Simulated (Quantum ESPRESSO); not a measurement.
# BN (P6_3/mmc) in Quantum ESPRESSO: a series of runs, part 2 of 4

Quantum ESPRESSO 7.5.

## Step 3: Phonons, PBE

Input file pw.in:

```
&CONTROL
  calculation = 'scf'
  prefix = 'pwscf'
  outdir = './tmp'
  pseudo_dir = './pseudo'
  tprnfor = .true.
  tstress = .true.
  disk_io = 'low'
/
&SYSTEM
  ibrav = 0
  celldm(1) = 8
  nat = 4
  ntyp = 2
  ecutwfc = 84
  nbnd = 14
  occupations = 'smearing'
  smearing = 'fd'
  degauss = 0.00367493
/
&ELECTRONS
  conv_thr = 8d-10
  electron_maxstep = 120
  mixing_beta = 0.5
/
ATOMIC_SPECIES
N     14.0070 N.upf
B     10.8100 B.upf
CELL_PARAMETERS alat
  0.5901236741981   0.0000000000000   0.0000000000000
 -0.2950618370991   0.5110620932419   0.0000000000000
  0.0000000000000   0.0000000000000   1.5674569556474
ATOMIC_POSITIONS crystal
N      0.6666666667    0.3333333333    0.2500000000
N      0.3333333333    0.6666666667    0.7500000000
B      0.6666666667    0.3333333333    0.7500000000
B      0.3333333333    0.6666666667    0.2500000000
K_POINTS automatic
8 8 2 0 0 1
```

Input file scf2.in:

```
&CONTROL
  calculation = 'scf'
  prefix = 'pwscf'
  outdir = './tmp'
  pseudo_dir = './pseudo'
  tprnfor = .true.
  tstress = .true.
  disk_io = 'low'
/
&SYSTEM
  ibrav = 0
  celldm(1) = 8
  nat = 4
  ntyp = 2
  ecutwfc = 84
  nbnd = 14
  occupations = 'fixed'
/
&ELECTRONS
  conv_thr = 1d-13
  electron_maxstep = 120
  mixing_beta = 0.5
  startingpot = 'file'
  startingwfc = 'file'
/
ATOMIC_SPECIES
N     14.0070 N.upf
B     10.8100 B.upf
CELL_PARAMETERS alat
  0.5901236741981   0.0000000000000   0.0000000000000
 -0.2950618370991   0.5110620932419   0.0000000000000
  0.0000000000000   0.0000000000000   1.5674569556474
ATOMIC_POSITIONS crystal
N      0.6666666667    0.3333333333    0.2500000000
N      0.3333333333    0.6666666667    0.7500000000
B      0.6666666667    0.3333333333    0.7500000000
B      0.3333333333    0.6666666667    0.2500000000
K_POINTS automatic
8 8 2 0 0 1
```

Input file ph.in:

```
phonons of BN
&INPUTPH
  prefix = 'pwscf'
  outdir = './tmp'
  tr2_ph = 1d-18
  fildyn = 'dyn'
  niter_ph = 90
  alpha_mix(1) = 0.7
  epsil = .true.
/
0.0000000000 0.0000000000 0.0000000000
```

Input file dynmat.in:

```
&INPUT
  fildyn = 'dyn'
  asr = 'crystal'
  lperm = .true.
  filout = 'dynmat.disp'
  fileig = 'dynmat.eig'
/
```

Input file dynmat_lo.in:

```
&INPUT
  fildyn = 'dyn'
  asr = 'crystal'
  filout = 'dynmat_lo.disp'
  fileig = 'dynmat_lo.eig'
  q(1) = 0
  q(2) = 0
  q(3) = 1
/
```

Potentials or basis: PseudoDojo 0.4 SR PBE stringent.

Command:

```bash
OMP_NUM_THREADS=1 pw.x -in pw.in > pw.out
OMP_NUM_THREADS=1 pw.x -in scf2.in > scf2.out
OMP_NUM_THREADS=1 ph.x -in ph.in > ph.out
OMP_NUM_THREADS=1 dynmat.x -in dynmat.in > dynmat.out
OMP_NUM_THREADS=1 dynmat.x -in dynmat_lo.in > dynmat_lo.out
```

pw.out:

```text
This program is part of the open-source Quantum ESPRESSO suite
     for quantum simulation of materials; please cite
[... 9 lines left out ...]
     --------------------
     sticks:   dense  smooth     PW     G-vecs:    dense   smooth      PW
     Sum         511     511    151                25183    25183    4101

     Using Slab Decomposition

     bravais-lattice index     =            0
     lattice parameter (alat)  =       8.0000  a.u.
     unit-cell volume          =     242.0373 (a.u.)^3
     number of atoms/cell      =            4
     number of atomic types    =            2
     number of electrons       =        16.00
     number of Kohn-Sham states=           14
     kinetic-energy cutoff     =      84.0000  Ry
     charge density cutoff     =     336.0000  Ry
     scf convergence threshold =      8.0E-10
     mixing beta               =       0.5000
     number of iterations used =            8  plain     mixing
     Exchange-correlation= PBE
                           (   1   4   3   4   0   0   0)

     celldm(1)=   8.000000  celldm(2)=   0.000000  celldm(3)=   0.000000
     celldm(4)=   0.000000  celldm(5)=   0.000000  celldm(6)=   0.000000

     crystal axes: (cart. coord. in units of alat)
               a(1) = (   0.590124   0.000000   0.000000 )
               a(2) = (  -0.295062   0.511062   0.000000 )
               a(3) = (   0.000000   0.000000   1.567457 )

     reciprocal axes: (cart. coord. in units 2 pi/alat)
               b(1) = (  1.694560  0.978355 -0.000000 )
               b(2) = (  0.000000  1.956709  0.000000 )
               b(3) = (  0.000000 -0.000000  0.637976 )

     PseudoPot. # 1 for N  read from file:
     N.upf
     Pseudo is Norm-conserving + core correction, Zval =  5.0
     Generated using ONCVPSP code by D. R. Hamann
     Using radial grid of 1058 points,  4 beta functions with:
                l(1) =   0
                l(2) =   0
                l(3) =   1
                l(4) =   1

     PseudoPot. # 2 for B  read from file:
     B.upf
     Pseudo is Norm-conserving + core correction, Zval =  3.0
     Generated using ONCVPSP code by D. R. Hamann
     Using radial grid of 1534 points,  4 beta functions with:
                l(1) =   0
                l(2) =   0
                l(3) =   1
                l(4) =   1

     atomic species   valence    mass     pseudopotential
     N                 5.00    14.00700     N ( 1.00)
     B                 3.00    10.81000     B ( 1.00)

     24 Sym. Ops., with inversion, found (12 have fractional translation)

   Cartesian axes

     site n.     atom                  positions (alat units)
         1        N      tau(   1) = (   0.2950618   0.1703540   0.3918642  )
         2        N      tau(   2) = (  -0.0000000   0.3407081   1.1755927  )
         3        B      tau(   3) = (   0.2950618   0.1703540   1.1755927  )
         4        B      tau(   4) = (  -0.0000000   0.3407081   0.3918642  )

     number of k points=    10  Fermi-Dirac smearing, width (Ry)=  0.0037
                       cart. coord. in units 2pi/alat
        k(    1) = (   0.0000000   0.0000000   0.1594940), wk =   0.0312500
        k(    2) = (   0.0000000   0.2445887   0.1594940), wk =   0.1875000
        k(    3) = (   0.0000000   0.4891773   0.1594940), wk =   0.1875000
        k(    4) = (   0.0000000   0.7337660   0.1594940), wk =   0.1875000
        k(    5) = (   0.0000000  -0.9783547   0.1594940), wk =   0.0937500
        k(    6) = (   0.2118200   0.3668830   0.1594940), wk =   0.1875000
        k(    7) = (   0.2118200   0.6114717   0.1594940), wk =   0.3750000
        k(    8) = (   0.2118200   0.8560604   0.1594940), wk =   0.3750000
        k(    9) = (   0.4236400   0.7337660   0.1594940), wk =   0.1875000
        k(   10) = (   0.4236400   0.9783547   0.1594940), wk =   0.1875000

     Dense  grid:    25183 G-vectors     FFT dimensions: (  27,  27,  80)

     Initial potential from superposition of free atoms

     starting charge      15.9995, renormalised to      16.0000
     Starting wfcs are   16 randomized atomic wfcs

     Self-consistent Calculation

     iteration #  1     ecut=    84.00 Ry     beta= 0.50
     Davidson diagonalization with overlap
     ethr =  1.00E-02,  avg # of iterations =  5.8

     total energy              =     -53.47357408 Ry
     estimated scf accuracy    <       0.75308960 Ry

     iteration #  2     ecut=    84.00 Ry     beta= 0.50
     Davidson diagonalization with overlap
     ethr =  4.71E-03,  avg # of iterations =  2.0

     total energy              =     -53.62386573 Ry
     estimated scf accuracy    <       0.06438626 Ry

     iteration #  3     ecut=    84.00 Ry     beta= 0.50
     Davidson diagonalization with overlap
     ethr =  4.02E-04,  avg # of iterations =  3.4

     total energy              =     -53.62873680 Ry
     estimated scf accuracy    <       0.00920560 Ry

     iteration #  4     ecut=    84.00 Ry     beta= 0.50
     Davidson diagonalization with overlap
     ethr =  5.75E-05,  avg # of iterations =  4.5

     total energy              =     -53.62971161 Ry
     estimated scf accuracy    <       0.00101483 Ry

     iteration #  5     ecut=    84.00 Ry     beta= 0.50
     Davidson diagonalization with overlap
     ethr =  6.34E-06,  avg # of iterations =  3.7

     total energy              =     -53.62995610 Ry
     estimated scf accuracy    <       0.00015108 Ry

     iteration #  6     ecut=    84.00 Ry     beta= 0.50
     Davidson diagonalization with overlap
     ethr =  9.44E-07,  avg # of iterations =  1.6

     total energy              =     -53.62997856 Ry
     estimated scf accuracy    <       0.00000127 Ry

     iteration #  7     ecut=    84.00 Ry     beta= 0.50
     Davidson diagonalization with overlap
     ethr =  7.96E-09,  avg # of iterations =  4.0

     total energy              =     -53.62998003 Ry
     estimated scf accuracy    <       0.00000031 Ry

     iteration #  8     ecut=    84.00 Ry     beta= 0.50
     Davidson diagonalization with overlap
     ethr =  1.94E-09,  avg # of iterations =  1.3

     total energy              =     -53.62998004 Ry
     estimated scf accuracy    <       0.00000004 Ry

     iteration #  9     ecut=    84.00 Ry     beta= 0.50
     Davidson diagonalization with overlap
     ethr =  2.39E-10,  avg # of iterations =  2.3

     total energy              =     -53.62998005 Ry
     estimated scf accuracy    <          1.4E-09 Ry

     iteration # 10     ecut=    84.00 Ry     beta= 0.50
     Davidson diagonalization with overlap
     ethr =  8.56E-12,  avg # of iterations =  3.9

     End of self-consistent calculation

          k = 0.0000 0.0000 0.1595 (  3109 PWs)   bands (ev):

   -13.0033 -12.7945  -1.2069   0.2727   3.4492   3.4492   3.4752   3.4752
    10.7766  14.2307  16.4969  16.4969  16.5844  16.5844

          k = 0.0000 0.2446 0.1595 (  3121 PWs)   bands (ev):

   -12.6988 -12.4973  -0.7914   0.6558   2.2626   2.2900   2.8969   2.9286
    11.2668  14.2818  16.2009  16.4277  16.8962  17.7962

          k = 0.0000 0.4892 0.1595 (  3140 PWs)   bands (ev):

   -11.8271 -11.6489  -0.3414  -0.2906   0.4362   1.7768   1.8085   1.8481
    12.3164  13.5019  14.4132  15.5002  16.3816  18.3024

          k = 0.0000 0.7338 0.1595 (  3160 PWs)   bands (ev):

   -10.5932 -10.4640  -2.9144  -2.8541   0.9335   0.9776   2.2137   3.3197
    10.7867  11.5235  14.1333  15.0480  16.7000  18.9195

          k = 0.0000-0.9784 0.1595 (  3160 PWs)   bands (ev):

    -9.8103  -9.7602  -4.1494  -4.1048   0.6130   0.6585   3.4895   4.2096
     9.1877  10.1520  14.6232  14.9073  17.9063  18.5670

          k = 0.2118 0.3669 0.1595 (  3130 PWs)   bands (ev):

   -12.1090 -11.9227   0.0083   0.6280   0.6502   1.4259   1.8311   1.8612
    12.0950  13.9425  15.1834  16.6863  16.8050  17.3660

          k = 0.2118 0.6115 0.1595 (  3154 PWs)   bands (ev):

   -11.0330 -10.8809  -1.7032  -1.6610   0.5622   0.6067   1.5592   2.7783
    12.0081  12.4032  14.1343  16.4160  17.3276  18.2936

          k = 0.2118 0.8561 0.1595 (  3156 PWs)   bands (ev):

    -9.8895  -9.8083  -3.6529  -3.5987  -0.1257  -0.0749   3.3299   4.1632
     9.7294  10.4868  15.4858  16.1707  17.6565  18.3313

          k = 0.4236 0.7338 0.1595 (  3158 PWs)   bands (ev):

    -9.9593  -9.8587  -2.8481  -2.8237  -1.1198  -1.0849   3.1915   4.1087
    10.3945  10.8054  15.9181  17.2223  18.4591  18.6338

          k = 0.4236 0.9784 0.1595 (  3149 PWs)   bands (ev):

    -9.3305  -9.3007  -3.4820  -3.4086  -1.8086  -1.7646   4.3541   4.7464
     9.4772   9.8370  16.4222  17.6709  18.0099  18.3685

     the Fermi energy is     7.0734 ev

!    total energy              =     -53.62998005 Ry
     estimated scf accuracy    <          5.7E-11 Ry
     smearing contrib. (-TS)   =       0.00000000 Ry
     internal energy E=F+TS    =     -53.62998005 Ry

     The total energy is F=E-TS. E is the sum of the following terms:
     one-electron contribution =     -15.93277394 Ry
     hartree contribution      =      16.41459656 Ry
     xc contribution           =     -17.36753652 Ry
     ewald contribution        =     -36.74426616 Ry

     convergence has been achieved in  10 iterations

     Forces acting on atoms (cartesian axes, Ry/au):

     atom    1 type  1   force =    -0.00000000   -0.00000000    0.00000000
     atom    2 type  1   force =    -0.00000000   -0.00000000    0.00000000
     atom    3 type  2   force =     0.00000000   -0.00000000   -0.00000000
     atom    4 type  2   force =     0.00000000    0.00000000    0.00000000

     Total force =     0.000000     Total SCF correction =     0.000000

     Computing stress (Cartesian axis) and pressure

          total   stress  (Ry/bohr**3)                   (kbar)     P=       47.13
   0.00038173   0.00000000   0.00000000           56.15        0.00        0.00
   0.00000000   0.00038173  -0.00000000            0.00       56.15       -0.00
  -0.00000000   0.00000000   0.00019766           -0.00        0.00       29.08

=------------------------------------------------------------------------------=
   JOB DONE.
=------------------------------------------------------------------------------=
```

Run time: 6.4 min. Hardware: 1 thread of Intel Xeon at 2.50GHz (Skylake/Cascade Lake), shared host; peak memory 0.07 GiB.

Results:

* Free energy: -729.6731 eV
* Pressure after relaxing: 4.7 GPa
* Electronic dielectric tensor (diagonal): 4.69, 4.69, 2.67
* Born charges (mean of the diagonal): N -2.05; B +2.05 e
* Highest phonon frequency at Γ, LO-TO splitting left out: 1375 cm⁻¹
* Static dielectric tensor (diagonal): 6.43, 6.43, 3.13

Stress tensor (GPa, compression positive):
```
5.62 0.00 0.00
0.00 5.62 0.00
0.00 0.00 2.91
```

Levels at points of the mesh, in eV from the valence-band top:
```csv
k point,band 4,band 5,band 6,band 7,band 8,band 9,band 10,band 11,band 12,band 13
"(0.00, 0.00, 0.25)",-4.47,-1.30,-1.30,-1.27,-1.27,6.03,9.48,11.75,11.75,11.84
```

Phonon frequencies in cm⁻¹ (negative: imaginary):
| q point | frequencies |
| --- | --- |
| (0.000, 0.000, 0.000) | 3 4 4 45 45 124 749 802 1375 1375 1375 1375 |

Electronic dielectric tensor:
```
4.69 0.00 0.00
0.00 4.69 0.00
0.00 0.00 2.67
```

Born effective charge tensors (e):
atom 1, N
```
-2.70  0.00  0.00
 0.00 -2.70  0.00
 0.00  0.00 -0.75
```
atom 2, N
```
-2.70  0.00  0.00
 0.00 -2.70  0.00
 0.00  0.00 -0.75
```
atom 3, B
```
2.70 0.00 0.00
0.00 2.70 0.00
0.00 0.00 0.76
```
atom 4, B
```
2.70 0.00 0.00
0.00 2.70 0.00
0.00 0.00 0.76
```

Optical modes at Γ, degenerate ones joined, polar ones without the macroscopic field:
| cm⁻¹ | components | symmetry | active in | IR intensity, summed ((D/Å)²/amu) |
| --- | --- | --- | --- | --- |
| 45 | 2 | E2g | Raman | 0.00 |
| 124 | 1 | B1g | silent | 0.00 |
| 749 | 1 | A2u | IR | 4.34 |
| 802 | 1 | B1g | silent | 0.00 |
| 1375 | 2 | E2g | Raman | 0.00 |
| 1375 | 2 | E1u | IR | 110.32 |

Zone-centre frequencies without and with the macroscopic field along z (cm⁻¹):
|  | optical modes in rising order |
| --- | --- |
| without | 45 45 124 749 802 1375 1375 1375 1375 |
| with the field | 45 45 124 802 811 1375 1375 1375 1375 |

Static dielectric tensor, electrons and zone-centre modes:
```
6.43 0.00 0.00
0.00 6.43 0.00
0.00 0.00 3.13
```

Caveat: the k mesh is coarse (spacing up to 0.47 Å⁻¹), so the values aren't converged; the mesh is thin for the dielectric tensor, Born charges and intensities, which usually come out too large; the cell is more than 3 GPa from zero pressure, which shifts response properties; this functional lacks dispersion, which binds the layers, so the pressure and a relaxed spacing across them are unreliable.

(Continued in part 3 of 4.)
